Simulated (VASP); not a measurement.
# ZrSe2 in VASP: a series of runs

Aim: see how the results for ZrSe2 move with the level of theory and the settings. Levels: PBE, HSE06. Tasks: work function.

All numbers are computed with VASP 6.6.1; they aren't measurements. Logs are shortened: lines on timing, memory, paths and dates and some standing lists are left out, and cuts for length are marked.

### Step 1. Starting point

The cell holds a sheet with vacuum, 3 atoms: a = 3.765 Å, b = 3.765 Å, c = 19.160 Å, α = 90.00°, β = 90.00°, γ = 120.00°.

The cell was built by a generator and needn't be a form met in nature.

### Step 2. Work function, PBE

INCAR

```
ALGO = Normal
DIPOL = 0.5 0.5 0.500
EDIFF = 1E-7
ENCUT = 520
GGA = PE
IDIPOL = 3
ISIF = 2
ISMEAR = 0
KPAR = 4
LASPH = T
LCHARG = T
LDIPOL = T
LREAL = F
LVACPOTAV = T
LVHAR = T
LWAVE = F
NELM = 80
PREC = Accurate
SIGMA = 0.03
```

KPOINTS

```
k-points
0
Gamma
  12 12 1
```

POSCAR

```
ZrSe2                                   
1.0
    3.7654871715     -0.0000000000      0.0000000000
   -1.8827435857      3.2610075518      0.0000000000
    0.0000000000      0.0000000000     19.1600000000
  Se              Zr            
     2     1
Direct
     0.3333330000000032    0.6666669999999968    0.4170524752932581
     0.6666669999999968    0.3333330000000032    0.5829475247067419
     0.0000000000000000    0.0000000000000000    0.5000000000000000
```

Potentials or basis: VASP PAW PBE potentials, release 64 (Se, Zr_sv).

On the command line:

```
$ cat potpaw_PBE.64/Se/POTCAR potpaw_PBE.64/Zr_sv/POTCAR > POTCAR
$ mpirun -np 4 vasp_std > vasp.out
```

OUTCAR:

```text
EDIFF = 1E-7
   ENCUT = 520
   GGA = PE
   ISIF = 2
   ISMEAR = 0
   LASPH = T
   LREAL = F
   NELM = 80
   PREC = Accurate

 ion  position               nearest neighbor table
   1  0.333  0.667  0.417-   3 2.69   3 2.69   3 2.69
   2  0.667  0.333  0.583-   3 2.69   3 2.69   3 2.69
   3  0.000  0.000  0.500-   1 2.69   2 2.69   2 2.69   1 2.69   2 2.69   1 2.69

  LATTYP: Found a hexagonal cell.
 ALAT       =     3.7654871715
 C/A-ratio  =     5.0883190215

  Lattice vectors:

 A1 = (   3.7654871715,   0.0000000000,   0.0000000000)
 A2 = (  -1.8827435857,   3.2610075518,   0.0000000000)
 A3 = (   0.0000000000,   0.0000000000,  19.1600000000)

Analysis of symmetry for initial positions (statically):
=====================================================================
 Subroutine PRICEL returns:
 Original cell was already a primitive cell.

 Routine SETGRP: Setting up the symmetry group for a
 hexagonal supercell.

 Subroutine GETGRP returns: Found 12 space group operations
 (whereof 12 operations were pure point group operations)
 out of a pool of 24 trial point group operations.

The static configuration has the point symmetry D_3d.

Analysis of symmetry for dynamics (positions and initial velocities):
=====================================================================
 Subroutine PRICEL returns:
 Original cell was already a primitive cell.

 Routine SETGRP: Setting up the symmetry group for a
 hexagonal supercell.

 Subroutine GETGRP returns: Found 12 space group operations
 (whereof 12 operations were pure point group operations)
 out of a pool of 24 trial point group operations.

The dynamic configuration has the point symmetry D_3d.

 Subroutine INISYM returns: Found 12 space group operations
 (whereof 12 operations are pure point group operations),
 and found     1 'primitive' translations

----------------------------------------------------------------------------------------

                                     Primitive cell

  volume of cell :     235.2710

  direct lattice vectors                    reciprocal lattice vectors
     3.765487171  0.000000000  0.000000000     0.265569886  0.153326845  0.000000000
    -1.882743586  3.261007552  0.000000000     0.000000000  0.306653690  0.000000000
     0.000000000  0.000000000 19.160000000     0.000000000  0.000000000  0.052192067

  length of vectors
     3.765487171  3.765487175 19.160000000     0.306653691  0.306653690  0.052192067

  position of ions in fractional coordinates (direct lattice)
     0.333333000  0.666667000  0.417052475
     0.666667000  0.333333000  0.582947525
     0.000000000  0.000000000  0.500000000

  ion indices of the primitive-cell ions
   primitive index   ion index
                 1           1
                 2           2
                 3           3

----------------------------------------------------------------------------------------

 KPOINTS: k-points

Automatic generation of k-mesh.
 Grid dimensions read from file:
 generate k-points for:   12   12    1

 Generating k-lattice:

  Cartesian coordinates                     Fractional coordinates (reciprocal lattice)
     0.022130824  0.012777237  0.000000000     0.083333333 -0.000000000  0.000000000
     0.000000000  0.025554474  0.000000000     0.000000000  0.083333333  0.000000000
     0.000000000  0.000000000  0.052192067     0.000000000  0.000000000  1.000000000

  Length of vectors
     0.025554474  0.025554474  0.052192067

  Shift w.r.t. Gamma in fractional coordinates (k-lattice)
     0.000000000  0.000000000  0.000000000

 Subroutine IBZKPT returns following result:
 ===========================================

 Found     19 irreducible k-points:

 Following reciprocal coordinates:
            Coordinates               Weight
  0.000000  0.000000  0.000000      1.000000
  0.083333  0.000000  0.000000      6.000000
  0.166667  0.000000  0.000000      6.000000
  0.250000  0.000000  0.000000      6.000000
  0.333333  0.000000  0.000000      6.000000
  0.416667  0.000000  0.000000      6.000000
[... 11 lines left out ...]
  0.333333  0.250000  0.000000     12.000000
  0.333333  0.333333  0.000000      2.000000
   k-points           NKPTS =     19   k-points in BZ     NKDIM =     19   number of bands    NBANDS=     16
   number of dos      NEDOS =    301   number of ions     NIONS =      3
   total plane-waves  NPLWV = 112896
   dimension x,y,z NGX =    28 NGY =   28 NGZ =  144
   dimension x,y,z NGXF=    56 NGYF=   56 NGZF=  288
   ions per type =               2   1
   NGX,Y,Z   is equivalent  to a cutoff of  12.36, 12.36, 12.49 a.u.
   NGXF,Y,Z  is equivalent  to a cutoff of  24.72, 24.72, 24.99 a.u.
 SYSTEM =  unknown system
   PREC   = accura    normal or accurate (medium, high low for compatibility)
   ISTART =      0    job   : 0-new  1-cont  2-samecut
   ICHARG =      2    charge: 1-file 2-atom 10-const
   ISPIN  =      1    spin polarized calculation?
   LNONCOLLINEAR =      F non collinear calculations
   LSORBIT =      F    spin-orbit coupling
   LASPH  =      T    aspherical Exc in radial PAW
   ENCUT  =  520.0 eV  38.22 Ry    6.18 a.u.   7.00  7.00 35.62*2*pi/ulx,y,z
   NELM   =     80;   NELMIN=  2; NELMDL= -5     # of ELM steps
   EDIFF  = 0.1E-06   stopping-criterion for ELM
   LREAL  =      F    real-space projection
   EDIFFG = 0.1E-05   stopping-criterion for IOM
   NSW    =      0    number of steps for IOM
   IBRION =     -1    ionic relax: 0-MD 1-quasi-New 2-CG
   NFREE  =      0    steps in history (QN), initial steepest desc. (CG)
   ISIF   =      2    stress and relaxation
   ISYM   =      2    0-nonsym 1-usesym 2-fastsym
   POTIM  = 0.5000    time-step for ionic-motion
   TEBEG  =    0.0;   TEEND  =   0.0 temperature during run
   PSTRESS=    0.0 pullay stress
   NELECT =      24.0000    total number of electrons
   NUPDOWN=      -1.0000    fix difference up-down
   EMIN   =  10.00;   EMAX   =-10.00  energy-range for DOS
   EFERMI =   0.00;   METHOD = LEGACY
   ISMEAR =     0;   SIGMA  =   0.03  broadening in eV -4-tet -1-fermi 0-gaus
   EFERMI_NEDOS =   21; number of points for ismear=-14 and -15
   IALGO  =     38    algorithm
   IMIX   =      4    mixing-type and parameters
     AMIX     =   0.40;   BMIX     =  1.00
     AMIX_MAG =   1.60;   BMIX_MAG =  1.00
  volume/ion in A,a.u.               =      78.42       529.23
  Fermi-wavevector in a.u.,A,eV,Ry     =   0.764931  1.445511  7.961039  0.585120
  Thomas-Fermi vector in A             =   1.864941
   LORBIT       =      0    0 simple, 1 ext, 2 COOP (PROOUT), +10 PAW based schemes
   GGA     = PE    functional components
   LHFCALC =     F    Hartree Fock is set to
   AEXX    =    0.0000 exact exchange contribution
   IVDW    =     0    specifies the selected vdW correction
   LEPSILON=     F    determine dielectric tensor
   LRPA    =     F    only Hartree local field effects (RPA)
 non-spin polarized calculation
 Gauss-broadening in eV      SIGMA  =   0.03
  energy-cutoff  :      520.00
  volume of cell :      235.27
 maximum number of plane-waves:      6359
 NGX is ok and might be reduce to    28
   NGX = 13   NGY = 13   NGZ = 71

 dipolmoment           0.000000      0.000000     -0.000000 electrons x Angstroem

 number of electron      23.9999998 magnetization

 dipolmoment           0.000000      0.000000      0.000000 electrons x Angstroem

 Free energy of the ion-electron system (eV)
  ---------------------------------------------------
  ext. energy  EPLUGINS =         0.00000000
  ---------------------------------------------------
  free energy    TOTEN  =       -19.58831100 eV

  energy without entropy =      -19.58831100  energy(sigma->0) =      -19.58831100

 E-fermi :  -2.1645     XC(G=0):  -3.6047

 val. band max:       -2.3382928820   @ k =   0.0000   0.0000   0.0000
 cond. band min:      -1.9238575325   @ k =   0.5000   0.0000   0.0000
 fundamental gap:      0.4144353495
 Fermi energy:        -2.1645266388

 k-point     1 :       0.0000    0.0000    0.0000
  band No.  band energies     occupation
      1     -51.7849      2.00000
      2     -29.8291      2.00000
      3     -29.7165      2.00000
      4     -29.7165      2.00000
      5     -15.3439      2.00000
      6     -14.4585      2.00000
[... 8 lines left out ...]
     15      -0.6868      0.00000
     16       2.1521      0.00000

 k-point     2 :       0.0833    0.0000    0.0000
  band No.  band energies     occupation
      1     -51.7840      2.00000
      2     -29.8260      2.00000
      3     -29.7298      2.00000
      4     -29.7194      2.00000
      5     -15.2815      2.00000
      6     -14.4553      2.00000
[... 8 lines left out ...]
     15      -0.5208      0.00000
     16       1.7019      0.00000

 k-point     3 :       0.1667    0.0000    0.0000
  band No.  band energies     occupation
      1     -51.7816      2.00000
      2     -29.8176      2.00000
      3     -29.7657      2.00000
      4     -29.7271      2.00000
      5     -15.1072      2.00000
      6     -14.4452      2.00000
[... 8 lines left out ...]
     15      -0.1906      0.00000
     16       1.2577      0.00000

 k-point     4 :       0.2500    0.0000    0.0000
  band No.  band energies     occupation
      1     -51.7783      2.00000
      2     -29.8163      2.00000
      3     -29.8040      2.00000
      4     -29.7377      2.00000
      5     -14.8630      2.00000
      6     -14.4237      2.00000
[... 8 lines left out ...]
     15       0.1076      0.00000
     16       1.3460      0.00000

 k-point     5 :       0.3333    0.0000    0.0000
  band No.  band energies     occupation
      1     -51.7750      2.00000
      2     -29.8630      2.00000
      3     -29.7937      2.00000
      4     -29.7483      2.00000
      5     -14.6390      2.00000
      6     -14.3610      2.00000
[... 8 lines left out ...]
     15       0.3663      0.00000
     16       1.9274      0.00000

 k-point     6 :       0.4167    0.0000    0.0000
  band No.  band energies     occupation
      1     -51.7726      2.00000
      2     -29.8977      2.00000
      3     -29.7852      2.00000
      4     -29.7560      2.00000
      5     -14.5443      2.00000
      6     -14.2285      2.00000
[... 8 lines left out ...]
     15       0.5859      0.00000
     16       2.3708      0.00000
[... 172 lines left out ...]
 k-point    16 :       0.4167    0.1667    0.0000
  band No.  band energies     occupation
      1     -51.7709      2.00000
      2     -29.8932      2.00000
      3     -29.7900      2.00000
      4     -29.7797      2.00000
      5     -14.4299      2.00000
      6     -14.1896      2.00000
[... 8 lines left out ...]
     15       0.3925      0.00000
     16       1.8212      0.00000

 k-point    17 :       0.2500    0.2500    0.0000
  band No.  band energies     occupation
      1     -51.7717      2.00000
      2     -29.8725      2.00000
      3     -29.7983      2.00000
      4     -29.7814      2.00000
      5     -14.3582      2.00000
      6     -14.3405      2.00000
[... 8 lines left out ...]
     15       0.4796      0.00000
     16       1.5002      0.00000

 k-point    18 :       0.3333    0.2500    0.0000
  band No.  band energies     occupation
      1     -51.7705      2.00000
      2     -29.8739      2.00000
      3     -29.8173      2.00000
      4     -29.7783      2.00000
      5     -14.3422      2.00000
      6     -14.2396      2.00000
[... 8 lines left out ...]
     15       0.3159      0.00000
     16       1.7194      0.00000

 k-point    19 :       0.3333    0.3333    0.0000
  band No.  band energies     occupation
      1     -51.7700      2.00000
      2     -29.8495      2.00000
      3     -29.8495      2.00000
      4     -29.7769      2.00000
      5     -14.2700      2.00000
      6     -14.2700      2.00000
[... 8 lines left out ...]
     15       0.0814      0.00000
     16       2.0819      0.00000

------------------------ aborting loop because EDIFF is reached ----------------------------------------

  FORCE on cell =-STRESS in cart. coord.  units (eV):
  Direction    XX          YY          ZZ          XY          YZ          ZX
  --------------------------------------------------------------------------------------
  -------------------------------------------------------------------------------------
  Total        0.7190274      0.7190274      0.3006023      0.0000000      0.0000000     -0.0000000
  in kB        4.8965200      4.8965200      2.0470782      0.0000000      0.0000000     -0.0000000
  external PRESSURE =       3.9467061 kB  Pullay stress =       0.0000000 kB

 VOLUME and BASIS-vectors are now :
 -----------------------------------------------------------------------------
  energy-cutoff  :      520.00
  volume of cell :      235.27
      direct lattice vectors                 reciprocal lattice vectors
     3.765487171  0.000000000  0.000000000     0.265569886  0.153326845  0.000000000
    -1.882743586  3.261007552  0.000000000     0.000000000  0.306653690  0.000000000
     0.000000000  0.000000000 19.160000000     0.000000000  0.000000000  0.052192067

 POSITION                                       TOTAL-FORCE (eV/Angst)
 -----------------------------------------------------------------------------------
     -0.00000      2.17401      7.99073         0.000000      0.000000     -0.097841
      1.88275      1.08700     11.16927        -0.000000     -0.000000      0.097841
      0.00000      0.00000      9.58000         0.000000      0.000000      0.000000
 -----------------------------------------------------------------------------------
    total drift:                                0.000000      0.000000      0.000000

  FREE ENERGIE OF THE ION-ELECTRON SYSTEM (eV)
  ---------------------------------------------------
  free  energy   TOTEN  =       -19.5883109991 eV

  energy  without entropy=      -19.5883109991  energy(sigma->0) =      -19.58831100

 vacuum level on the upper side and lower side of the slab         3.208         3.208
```

Run time: 24 s. Hardware: 4 MPI ranks of Intel Xeon 6975P-C (Granite Rapids), shared host; peak memory 0.38 GiB.

Results:

```
Free energy                            : -19.5883 eV
Largest force                          : 0.098 eV/Å
Band gap on the k mesh                 : 0.41 eV, indirect (least direct gap 1.11 eV)
Ionisation potential of the upper face : 5.55 eV
```

Forces in eV/Å, atoms in the order of the input:
```
Se   0.000  0.000 -0.098
Se   0.000  0.000  0.098
Zr   0.000  0.000  0.000
```

Levels at points of the mesh, in eV from the valence-band top:
```csv
k point,band 9,band 10,band 11,band 12,band 13,band 14,band 15,band 16
"(0.00, 0.00, 0.00)",-2.51,-1.21,0.00,0.00,1.11,1.11,1.65,4.49
"(0.50, 0.00, 0.00)",-2.61,-2.47,-1.55,-1.06,0.41,2.64,3.02,4.77
```

A hybrid or GW would open this gap; PBE tends to underestimate it.

(Continued in part 2 of 2.)
